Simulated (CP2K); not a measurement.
# Te (R-3m) in CP2K: equation of state

Aim: energy against volume of Te in PBE, for its equilibrium volume and stiffness.

All numbers are computed with CP2K 2026.2; they aren't measurements. Logs are shortened: lines on timing, memory, paths and dates and some standing lists are left out, and cuts for length are marked.

### Step 1. Starting point

Symmetry: R-3m, No. 166, trigonal system. The conventional cell has a = 4.612 Å, b = 4.612 Å, c = 5.073 Å, α = 90.00°, β = 90.00°, γ = 120.00°. Around Te (site symmetry -3m) lie 6 Te at 3.15 Å.

This isn't the form of Te at room conditions, which is trigonal, of chains.

### Step 2. Single point, PBE, 31.15 Å³/atom

The input, te_eos.inp:

```
&GLOBAL
  PROJECT te_eos
  RUN_TYPE ENERGY_FORCE
  PRINT_LEVEL LOW
&END GLOBAL
&FORCE_EVAL
  METHOD QS
  STRESS_TENSOR ANALYTICAL
  &DFT
    BASIS_SET_FILE_NAME BASIS_MOLOPT_UZH
    POTENTIAL_FILE_NAME POTENTIAL_UZH
    &MGRID
      CUTOFF 450
      REL_CUTOFF 60
      NGRIDS 4
    &END MGRID
    &QS
      METHOD GPW
      EPS_DEFAULT 1.0E-10
    &END QS
    &KPOINTS
      SCHEME MONKHORST-PACK 9 9 9
      GAMMA_CENTERED T
      SYMMETRY T
      SYMMETRY_BACKEND SPGLIB
    &END KPOINTS
    &SCF
      SCF_GUESS ATOMIC
      EPS_SCF 1.0E-6
      MAX_SCF 100
      ADDED_MOS 8
      CHOLESKY OFF
      EPS_EIGVAL 1.0E-7
      &DIAGONALIZATION ON
        ALGORITHM STANDARD
      &END DIAGONALIZATION
      &MIXING ON
        METHOD BROYDEN_MIXING
        ALPHA 0.4
        BETA 1.5
        NBUFFER 8
      &END MIXING
      &SMEAR ON
        METHOD FERMI_DIRAC
        ELECTRONIC_TEMPERATURE 580.23
      &END SMEAR
    &END SCF
    &XC
      &XC_FUNCTIONAL
        &GGA_X_PBE
        &END GGA_X_PBE
        &GGA_C_PBE
        &END GGA_C_PBE
      &END XC_FUNCTIONAL
    &END XC
    &PRINT
      &KPOINTS ON
      &END KPOINTS
      &MULLIKEN ON
      &END MULLIKEN
      &MO ON
        ENERGIES T
        OCCUPATION_NUMBERS T
        &EACH
          QS_SCF 0
        &END EACH
        ADD_LAST NUMERIC
      &END MO
    &END PRINT
  &END DFT
  &SUBSYS
    &CELL
      A 3.1541904739 0.0000000000 0.0000000000
      B -0.2173210956 3.1466949466 0.0000000000
      C -0.2173210957 -0.2328476706 3.1380680441
      PERIODIC XYZ
    &END CELL
    &COORD
      Te  1.3597741413 1.4569236380 1.5690340221
    &END COORD
    &KIND Te
      BASIS_SET TZVP-MOLOPT-PBE-GTH-q6
      POTENTIAL GTH-PBE-q6
    &END KIND
    &PRINT
      &ATOMIC_COORDINATES ON
      &END ATOMIC_COORDINATES
      &CELL ON
      &END CELL
    &END PRINT
  &END SUBSYS
  &PRINT
    &FORCES ON
    &END FORCES
    &STRESS_TENSOR ON
    &END STRESS_TENSOR
  &END PRINT
&END FORCE_EVAL
```

Potentials or basis: POTENTIAL_UZH Te GTH-PBE-q6; TZVP-MOLOPT-PBE-GTH basis.

Launch:

```
$ OMP_NUM_THREADS=1 cp2k.psmp -i te_eos.inp -o te_eos.out
```

te_eos.out:

```text

 CP2K| version string:                                       CP2K version 2026.2
 CP2K| Input file name                                                te_eos.inp

 GLOBAL| Force Environment number                                              1
 GLOBAL| Basis set file name                                    BASIS_MOLOPT_UZH
 GLOBAL| Potential file name                                       POTENTIAL_UZH
 GLOBAL| MM Potential file name                                     MM_POTENTIAL
 GLOBAL| Coordinate file name                                      __STD_INPUT__
 GLOBAL| Method name                                                        CP2K
 GLOBAL| Project name                                                     te_eos
 GLOBAL| Run type                                                   ENERGY_FORCE
 GLOBAL| FFT library                                                       FFTW3
 GLOBAL| Diagonalization library                                       ScaLAPACK
 GLOBAL| Cholesky decomposition library                                ScaLAPACK
 GLOBAL| DGEMM library                                                      BLAS
 GLOBAL| Direct generalized diagonalization requested                          F
 GLOBAL| Matrix multiplication library                                 ScaLAPACK
 GLOBAL| Global print level                                                  LOW
 GLOBAL| Total number of message passing processes                             1
 GLOBAL| Number of threads for this process                                    1
 GLOBAL| CPU model name                                                  UNKNOWN

 CELL| Volume [angstrom^3]:                                            31.146189
 CELL| Vector a [angstrom]:       3.154     0.000     0.000   |a| =     3.154190
 CELL| Vector b [angstrom]:      -0.217     3.147     0.000   |b| =     3.154190
 CELL| Vector c [angstrom]:      -0.217    -0.233     3.138   |c| =     3.154190
 CELL| Angle (b,c), alpha [degree]:                                    93.950761
 CELL| Angle (a,c), beta  [degree]:                                    93.950761
 CELL| Angle (a,b), gamma [degree]:                                    93.950761
 CELL| Numerically orthorhombic:                                              NO
 CELL| Periodicity                                                           XYZ

 CELL_REF| Volume [angstrom^3]:                                        31.146189
 CELL_REF| Vector a [angstrom     3.154     0.000     0.000   |a| =     3.154190
 CELL_REF| Vector b [angstrom    -0.217     3.147     0.000   |b| =     3.154190
 CELL_REF| Vector c [angstrom    -0.217    -0.233     3.138   |c| =     3.154190
 CELL_REF| Angle (b,c), alpha [degree]:                                93.950761
 CELL_REF| Angle (a,c), beta  [degree]:                                93.950761
 CELL_REF| Angle (a,b), gamma [degree]:                                93.950761
 CELL_REF| Numerically orthorhombic:                                          NO
 CELL_REF| Periodicity                                                       XYZ

 GENERATE|  Preliminary Number of Bonds generated:                             0
 GENERATE|  Achieved consistency in connectivity generation.

 *******************************************************************************
 *******************************************************************************
 **            Copyright (C) by CP2K developers group (2000-2026)             **
 *******************************************************************************

 TOTAL NUMBERS AND MAXIMUM NUMBERS

  Total number of            - Atomic kinds:                                   1
                             - Atoms:                                          1
                             - Shell sets:                                     1
                             - Shells:                                         7
                             - Primitive Cartesian functions:                  4
                             - Cartesian basis functions:                     18
                             - Spherical basis functions:                     17

  Maximum angular momentum of- Orbital basis functions:                        2
                             - Local part of the GTH pseudopotential:          0
                             - Non-local part of the GTH pseudopotential:      4

 MODULE QUICKSTEP: ATOMIC COORDINATES IN ANGSTROM

   Atom Kind Element         X             Y             Z       Z(eff)     Mass
      1    1 Te   52      1.359774      1.456924      1.569034   6.0000 127.6000

 SCF PARAMETERS         Density guess:                                    ATOMIC
                        --------------------------------------------------------
                        max_scf:                                             100
                        max_scf_history:                                       0
[... 40 lines left out ...]
     3 Broy./Diag. 0.40E+00    0.5     0.00465467        -8.1751287005  3.49E-02
     4 Broy./Diag. 0.40E+00    0.5     0.00119651        -8.1650375981  1.01E-02
     5 Broy./Diag. 0.40E+00    0.5     0.00078568        -8.1613010020  3.74E-03
     6 Broy./Diag. 0.40E+00    0.5     0.00014580        -8.1609436899  3.57E-04
     7 Broy./Diag. 0.40E+00    0.5     0.00007786        -8.1609920049 -4.83E-05
     8 Broy./Diag. 0.40E+00    0.5     0.00001598        -8.1611133518 -1.21E-04
     9 Broy./Diag. 0.40E+00    0.5     0.00000218        -8.1611512199 -3.79E-05
    10 Broy./Diag. 0.40E+00    0.5     0.00000574        -8.1611573259 -6.11E-06
    11 Broy./Diag. 0.40E+00    0.5     0.00000020        -8.1611595778 -2.25E-06

  *** SCF run converged in    11 steps ***

  Electronic density on regular grids:         -6.0000000000       -0.0000000000
  Core density on regular grids:                5.9999999984       -0.0000000016
  Total charge density on r-space grids:       -0.0000000017
  Total charge density g-space grids:          -0.0000000017

  Overlap energy of the core charge distribution:               0.00000000000417
  Self energy of the core charge distribution:                -17.66159899552002
  Core Hamiltonian energy:                                      3.57958679447245
  Hartree energy:                                               7.72776022876523
  Exchange-correlation energy:                                 -1.80671313366098
  Electronic entropic energy:                                  -0.00019447195571
  Fermi energy:                                                 0.20702097274409

  Total energy:                                                -8.16115957783231
  Total energy (extrapolated to T->0):                         -8.16106234185446

 MO| EIGENVALUES AND OCCUPATION NUMBERS FOR K POINT 1
 MO|
 MO|  Index      Eigenvalue [a.u.]        Eigenvalue [eV]             Occupation
 MO|      1              -0.105552              -2.872226               2.000000
 MO|      2               0.081960               2.230239               2.000000
 MO|      3               0.081960               2.230239               2.000000
 MO|      4               0.117800               3.205512               2.000000
 MO|      5               0.414660              11.283462               0.000000
 MO|      6               0.414660              11.283462               0.000000
 MO|      7               0.455999              12.408375               0.000000
 MO|      8               1.115702              30.359787               0.000000
 MO|      9               1.115702              30.359787               0.000000
 MO|     10               1.194451              32.502658               0.000000
 MO|     11               1.275596              34.710731               0.000000
 MO| Sum:                                                               8.000000
 MO| E(Fermi):            0.207021 a.u.          5.633327 eV
[... 221 lines left out ...]
 MO|      1              -0.191255              -5.204314               2.000000
 MO|      2               0.024180               0.657961               2.000000
 MO|      3               0.092816               2.525652               2.000000
 MO|      4               0.299564               8.151539               0.000000
 MO|      5               0.418536              11.388932               0.000000
 MO|      6               0.633576              17.240475               0.000000
 MO|      7               0.670495              18.245107               0.000000
 MO|      8               0.684594              18.628762               0.000000
 MO|      9               0.910980              24.789023               0.000000
 MO|     10               0.933435              25.400062               0.000000
 MO|     11               1.138872              30.990291               0.000000
 MO| Sum:                                                               6.000000
 MO| E(Fermi):            0.207021 a.u.          5.633327 eV
 MO| Band gap:            0.206748 a.u.          5.625887 eV

 [... the levels of further k-points ...]

 !-----------------------------------------------------------------------------!
                     Mulliken Population Analysis

 #  Atom  Element  Kind  Atomic population                           Net charge
       1     Te       1          6.000000                             -0.000000
 # Total charge                              6.000000                 -0.000000

 !-----------------------------------------------------------------------------!

 ENERGY| Total FORCE_EVAL ( QS ) energy [hartree]             -8.161160132873961

 FORCES| Atomic forces [hartree/bohr]
 FORCES|   Atom     x               y               z               |f|
 FORCES|      1 -1.73540593E-14  2.37181018E-13 -2.73825738E-13   3.62679657E-13
 FORCES| Sum    -1.73540593E-14  2.37181018E-13 -2.73825738E-13
 FORCES| Total atomic force                                       3.62679657E-13

 STRESS| Analytical stress tensor [bar]
 STRESS|                        x                   y                   z
 STRESS|      x        3.39894050325E+04   6.18524936421E+02   6.66120463389E+02
 STRESS|      y        6.18524936421E+02   3.40748397578E+04   7.13711653828E+02
 STRESS|      z        6.66120463389E+02   7.13711653828E+02   3.41807559523E+04
 STRESS| 1/3 Trace                                             3.40816669142E+04
 STRESS| Determinant                                           3.95426668253E+13

 STRESS| Eigenvectors and eigenvalues of the analytical stress tensor [bar]
 STRESS|                        1                   2                   3
 STRESS| Eigenvalues   3.34121241128E+04   3.34121241347E+04   3.54207524951E+04
 STRESS|      x           0.731060586740     -0.422078030132      0.536097523773
 STRESS|      y          -0.682312551926     -0.452233523128      0.574399183533
 STRESS|      z           0.000000003979      0.785706673663      0.618599242613
```

Wall time 6.5 s (1 thread of Arm Neoverse V1, shared host); peak memory 0.21 GiB.

Results:

```
Free energy            : -222.0765 eV
Pressure               : 3.4 GPa
Band gap on the k mesh : none (metal or under the smearing width)
```

Caveat: the basis of atomic orbitals isn't converged, which shifts pressures, moduli and gaps.

### Step 3. Single point, PBE, 30.52 Å³/atom (volume scaled by 0.98)

Changes to te_eos.inp since step 2:

```diff
@@ -11,2 +11,3 @@
     POTENTIAL_FILE_NAME POTENTIAL_UZH
+    WFN_RESTART_FILE_NAME previous-RESTART.kp
     &MGRID
@@ -27,3 +28,3 @@
     &SCF
-      SCF_GUESS ATOMIC
+      SCF_GUESS RESTART
       EPS_SCF 1.0E-6
@@ -72,5 +73,5 @@
     &CELL
-      A 3.1541904739 0.0000000000 0.0000000000
-      B -0.2173210956 3.1466949466 0.0000000000
-      C -0.2173210957 -0.2328476706 3.1380680441
+      A 3.1330207725 0.0000000000 0.0000000000
+      B -0.2158625208 3.1255755522 0.0000000000
+      C -0.2158625209 -0.2312848875 3.1170065501
       PERIODIC XYZ
@@ -78,3 +79,3 @@
     &COORD
-      Te  1.3597741413 1.4569236380 1.5690340221
+      Te  1.3506478654 1.4471453323 1.5585032751
     &END COORD
```

Potentials or basis: POTENTIAL_UZH Te GTH-PBE-q6; TZVP-MOLOPT-PBE-GTH basis.

Launch:

```
$ OMP_NUM_THREADS=1 cp2k.psmp -i te_eos.inp -o te_eos.out
```

It took 5.4 s on 1 thread of Arm Neoverse V1, shared host; peak memory 0.19 GiB.

It converged, with:

| Quantity | Value |
| --- | --- |
| Free energy | -222.0606 eV |
| Pressure | 4.8 GPa |
| Band gap on the k mesh | none (metal or under the smearing width) |

Caveat: the basis of atomic orbitals isn't converged, which shifts pressures, moduli and gaps.

### Step 4. Single point, PBE, 31.77 Å³/atom (volume scaled by 1.02)

Changes to te_eos.inp since step 3:

```diff
@@ -73,5 +73,5 @@
     &CELL
-      A 3.1330207725 0.0000000000 0.0000000000
-      B -0.2158625208 3.1255755522 0.0000000000
-      C -0.2158625209 -0.2312848875 3.1170065501
+      A 3.1750797613 0.0000000000 0.0000000000
+      B -0.2187603501 3.1675345933 0.0000000000
+      C -0.2187603502 -0.2343897531 3.1588505573
       PERIODIC XYZ
@@ -79,3 +79,3 @@
     &COORD
-      Te  1.3506478654 1.4471453323 1.5585032751
+      Te  1.3687795305 1.4665724201 1.5794252787
     &END COORD
```

Launch:

```
$ OMP_NUM_THREADS=1 cp2k.psmp -i te_eos.inp -o te_eos.out
```

Wall time 5.5 s (1 thread of Arm Neoverse V1, shared host); peak memory 0.2 GiB.

It converged, with:

```
Free energy            : -222.0873 eV
Pressure               : 2.2 GPa
Band gap on the k mesh : none (metal or under the smearing width)
```

Caveat: the basis of atomic orbitals isn't converged, which shifts pressures, moduli and gaps.

### Step 5. Single point, PBE, 29.90 Å³/atom (volume scaled by 0.96)

Changes to te_eos.inp since step 4:

```diff
@@ -73,5 +73,5 @@
     &CELL
-      A 3.1750797613 0.0000000000 0.0000000000
-      B -0.2187603501 3.1675345933 0.0000000000
-      C -0.2187603502 -0.2343897531 3.1588505573
+      A 3.1115610526 0.0000000000 0.0000000000
+      B -0.2143839640 3.1041668286 0.0000000000
+      C -0.2143839641 -0.2297006947 3.0956565202
       PERIODIC XYZ
@@ -79,3 +79,3 @@
     &COORD
-      Te  1.3687795305 1.4665724201 1.5794252787
+      Te  1.3413965622 1.4372330669 1.5478282601
     &END COORD
```

Launch:

```
$ OMP_NUM_THREADS=1 cp2k.psmp -i te_eos.inp -o te_eos.out
```

Run time: 5.6 s. Hardware: 1 thread of Arm Neoverse V1, shared host; peak memory 0.19 GiB.

Results (log left out):

```yaml
Free_energy: -222.0392 eV
Pressure: 6.3 GPa
Band_gap_on_the_k_mesh: none (metal or under the smearing width)
```

Caveat: the basis of atomic orbitals isn't converged, which shifts pressures, moduli and gaps.

### Step 6. Single point, PBE, 32.39 Å³/atom (volume scaled by 1.04)

Changes to te_eos.inp since step 5:

```diff
@@ -73,5 +73,5 @@
     &CELL
-      A 3.1115610526 0.0000000000 0.0000000000
-      B -0.2143839640 3.1041668286 0.0000000000
-      C -0.2143839641 -0.2297006947 3.0956565202
+      A 3.1956977401 0.0000000000 0.0000000000
+      B -0.2201809117 3.1881035761 0.0000000000
+      C -0.2201809118 -0.2359118071 3.1793631487
       PERIODIC XYZ
@@ -79,3 +79,3 @@
     &COORD
-      Te  1.3413965622 1.4372330669 1.5478282601
+      Te  1.3776679583 1.4760958845 1.5896815743
     &END COORD
```

Potentials or basis: POTENTIAL_UZH Te GTH-PBE-q6; TZVP-MOLOPT-PBE-GTH basis.

Launch:

```
$ OMP_NUM_THREADS=1 cp2k.psmp -i te_eos.inp -o te_eos.out
```

It took 5.4 s on 1 thread of Arm Neoverse V1, shared host; peak memory 0.2 GiB.

It converged, with:

| Quantity | Value |
| --- | --- |
| Free energy | -222.0936 eV |
| Pressure | 1.1 GPa |
| Band gap on the k mesh | none (metal or under the smearing width) |

Caveat: the basis of atomic orbitals isn't converged, which shifts pressures, moduli and gaps.

### Step 7. Single point, PBE, 29.28 Å³/atom (volume scaled by 0.94)

Changes to te_eos.inp since step 6:

```diff
@@ -73,5 +73,5 @@
     &CELL
-      A 3.1956977401 0.0000000000 0.0000000000
-      B -0.2201809117 3.1881035761 0.0000000000
-      C -0.2201809118 -0.2359118071 3.1793631487
+      A 3.0898011725 0.0000000000 0.0000000000
+      B -0.2128847264 3.0824586581 0.0000000000
+      C -0.2128847265 -0.2280943436 3.0740078642
       PERIODIC XYZ
@@ -79,3 +79,3 @@
     &COORD
-      Te  1.3776679583 1.4760958845 1.5896815743
+      Te  1.3320158598 1.4271821573 1.5370039321
     &END COORD
```

Launch:

```
$ OMP_NUM_THREADS=1 cp2k.psmp -i te_eos.inp -o te_eos.out
```

Wall time 6.2 s (1 thread of Arm Neoverse V1, shared host); peak memory 0.19 GiB.

It converged, with:

| Property | Result |
| --- | --- |
| Free energy | -222.0115 eV |
| Pressure | 8.0 GPa |
| Band gap on the k mesh | none (metal or under the smearing width) |

Caveat: the basis of atomic orbitals isn't converged, which shifts pressures, moduli and gaps.

### Step 8. Single point, PBE, 33.01 Å³/atom (volume scaled by 1.06)

Changes to te_eos.inp since step 7:

```diff
@@ -73,5 +73,5 @@
     &CELL
-      A 3.0898011725 0.0000000000 0.0000000000
-      B -0.2128847264 3.0824586581 0.0000000000
-      C -0.2128847265 -0.2280943436 3.0740078642
+      A 3.2160530516 0.0000000000 0.0000000000
+      B -0.2215833757 3.2084105158 0.0000000000
+      C -0.2215833758 -0.2374144706 3.1996144154
       PERIODIC XYZ
@@ -79,3 +79,3 @@
     &COORD
-      Te  1.3320158598 1.4271821573 1.5370039321
+      Te  1.3864431501 1.4854980226 1.5998072077
     &END COORD
```

Launch:

```
$ OMP_NUM_THREADS=1 cp2k.psmp -i te_eos.inp -o te_eos.out
```

It took 5.3 s on 1 thread of Arm Neoverse V1, shared host; peak memory 0.2 GiB.

It converged, with:

```
Free energy            : -222.0958 eV
Pressure               : 0.1 GPa
Band gap on the k mesh : none (metal or under the smearing width)
```

Caveat: the basis of atomic orbitals isn't converged, which shifts pressures, moduli and gaps.

### Step 9. Equation of state, PBE

Potentials or basis: POTENTIAL_UZH Te GTH-PBE-q6; TZVP-MOLOPT-PBE-GTH basis.

This step only gathers the single runs of the series.

What came out:

| Item | Value |
| --- | --- |
| Equilibrium volume | 33.07 Å³/atom (rough: see the caveat) |
| Bulk modulus at fixed shape and positions | 50 GPa (rough) |

Energy against volume, from the lowest point:
```tsv
volume (Å³/atom)	energy (meV/atom)
29.277	84.32
29.900	56.66
30.523	35.21
31.146	19.36
31.769	8.53
32.392	2.24
33.015	0.00
```

Caveat: the minimum lies outside the volumes run; the cell was scaled at fixed shape and fractional positions, which overstates the stiffness of a crystal with free parameters, most of all of layers and chains; the basis of atomic orbitals isn't converged, which shifts pressures, moduli and gaps. The run has no spin-orbit coupling, so splittings on Te are missing.
